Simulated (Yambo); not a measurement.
GaAs: Hartree-Fock levels with PBEsol

**What was measured.**

“Evidence of valence band perturbations in GaAsN/GaAs(001): A combined variable-angle spectroscopic ellipsometry and modulated photoreflectance investigation”, 2008, arxiv:0805.2212 reports, for a bulk crystal of GaAs at 300 K: band gap 1.412 ± 0.01 eV (direct).

GaAs:

```
As Ga
1.0
     0.00000    2.82685    2.82685
     2.82685    0.00000    2.82685
     2.82685    2.82685    0.00000
As Ga
1 1
Direct
  0.75000 0.75000 0.75000
  0.00000 0.00000 0.00000
```

```
Program                                : Yambo 5.3.0
Task                                   : Hartree-Fock levels
Functional                             : PBEsol
Potentials or basis                    : PseudoDojo 0.4.1 SR PBEsol standard
Cutoff                                 : 1143 eV
Density cutoff                         : 4572 eV
k mesh                                 : 6 × 6 × 6
Occupations                            : fixed
Spin                                   : no spin polarisation
k mesh of the self-consistent run      : 8 × 8 × 8
Random integration of the Coulomb term : yes
States corrected                       : Γ and the k points of the band edges
Cutoff of exchange and Vxc             : 84 Ry
Bands corrected (first, last)          : [12, 16]
```

```yaml
Band_gap_on_the_k_mesh_mean-field_level: 0.44 eV, direct
Quasiparticle_gap: 5.82 eV
Least_direct_quasiparticle_gap: 5.82 eV
Quasiparticle_gap_at_Γ: 5.82 eV
Band_gap_of_the_same_states_before_the_correction: 0.44 eV
```

Quasiparticle terms (eV):
```tsv
k point	band	Kohn-Sham level	Vxc	Σx	Σc	Z	result
(0.000, 0.000, 0.000)	12	0.00	-13.29	-15.44	-	-	-2.15
(0.000, 0.000, 0.000)	13	0.00	-13.29	-15.44	-	-	-2.15
(0.000, 0.000, 0.000)	14	0.00	-13.29	-15.44	-	-	-2.15
(0.000, 0.000, 0.000)	15	0.44	-14.05	-10.82	-	-	3.67
(0.000, 0.000, 0.000)	16	3.71	-10.77	-7.02	-	-	7.46
```

Run time: 61 s on 1 thread of Intel(R) Xeon(R) 6975P-C (Granite Rapids) (shared host).

A measured gap of GaAs is 1.412 eV (direct; 300 K; “Evidence of valence band perturbations in GaAsN/GaAs(001): A combined variable-angle spectroscopic ellipsometry and modulated photoreflectance investigation”, 2008, arxiv:0805.2212); the calculated 5.82 eV misses it by +4.40 eV. So large a miss can be the level of theory's own, or it may mean another phase, state or a wrong row. 3 values of this kind are on record (1.412 to 1.51 eV); this one was drawn at random among those near their median, those with a stated uncertainty first. Spin-orbit coupling on As, Ga is left out. The value is that of Hartree-Fock on PBEsol, without temperature or zero-point motion.

Caveat: the potentials hold a filled d shell without the s and p states of that shell, which can shift GW gaps by tenths of an eV, either way.
